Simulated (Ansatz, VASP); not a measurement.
# MgO (Periclase) in VASP and in Ansatz

```
Mg O
1.0
     0.00000    2.10850    2.10850
     2.10850    0.00000    2.10850
     2.10850    2.10850    0.00000
Mg O
1 1
Direct
  0.00000 0.00000 0.00000
  0.50000 0.50000 0.50000
```

Alike in both runs: task relaxation of cell and atoms; functional PBE; k mesh 10 × 10 × 10; occupations gaussian, width 0.02 eV; no spin polarisation.

|  | VASP | Ansatz |
| --- | --- | --- |
| version | VASP 6.6.1 | Ansatz 0.2.0 |
| potentials or method | VASP PAW PBE potentials, release 64 (Mg, O) | scalar-relativistic, plane waves, PAW |
| plane-wave cutoff (eV) | 600 | 420 |
| valence electrons in the cell | 8 | 16 |

Ansatz gave:

| Quantity | Value |
| --- | --- |
| gap on the k mesh at the Fermi level, each at its own relaxed structure (eV) | 4.46 |
| relaxed volume (Å³/atom) | 9.62 |
| relaxed cell length with the largest relative difference (Å) | 3.008 |
| energy change over the relaxation (meV/atom) | -3 |

Estimate VASP's values.

gap on the k mesh at the Fermi level, each at its own relaxed structure (eV): 4.50; relaxed volume (Å³/atom): 9.56; relaxed cell length with the largest relative difference (Å): 3.002; energy change over the relaxation (meV/atom): -2.

The two sets of potentials don't hold the same shells in valence.

As with any semilocal functional, this PBE gap is likely too small. Zero-point motion and thermal expansion aren't in these numbers. PBE usually gives volumes a little too large and moduli too small.
